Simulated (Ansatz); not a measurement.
# In under changes of volume

One of the cells (26.686 Å³/atom); the others are scaled copies at fixed shape and fractional positions:

```xyz
1
Lattice="-1.8825 1.8825 1.8825 1.8825 -1.8825 1.8825 1.8825 1.8825 -1.8825" Properties=species:S:1:pos:R:3 pbc="T T T"
In    0.0000    0.0000    0.0000
```

This isn't the form of In at room conditions, which is tetragonal.

| Property | Result |
| --- | --- |
| Program | Ansatz 0.2.0 |
| Functional | HSE06 |
| Potentials or basis | Ansatz PAW |
| Cutoff | 420 eV (not typed: the program's choice for these potentials) |
| k mesh | 6 × 6 × 6 |
| Occupations | fermi-dirac, width 0.05 eV |
| Spin | no spin polarisation |

| volume (Å³/atom) | energy over the lowest point (meV/atom) | pressure (GPa) |
| --- | --- | --- |
| 25.085 | ? | ? |
| 25.618 | 3.29 | 1.5 |
| 26.152 | 0.11 | 0.5 |
| 26.686 | 0.00 | -0.4 |
| 27.220 | 2.68 | -1.2 |
| 27.753 | 7.78 | -1.9 |
| 28.287 | 15.04 | -2.5 |

Question: What does the run at 25.085 Å³/atom give?

Answer: Energy over the lowest point 10.05 meV/atom; pressure 2.6 GPa.

Worked out: A Birch-Murnaghan fit of order 3 (a polynomial in V^(-2/3)) to the other rows has its minimum at 26.43 Å³/atom with B0 = V·E''(V) = 43 GPa and B' = 5.0. It gives 9.98 meV/atom at 25.085 Å³/atom, against the run's 10.05, and -dE/dV = 2.6 GPa, against 2.6.

Energies are extrapolated to zero smearing.

Caveats: all runs use coarse meshes; the PAW data sets come from PBE, with cores solved anew for the run's functional, which leaves a small shift of forces and pressure; the thresholds are loose for stress.
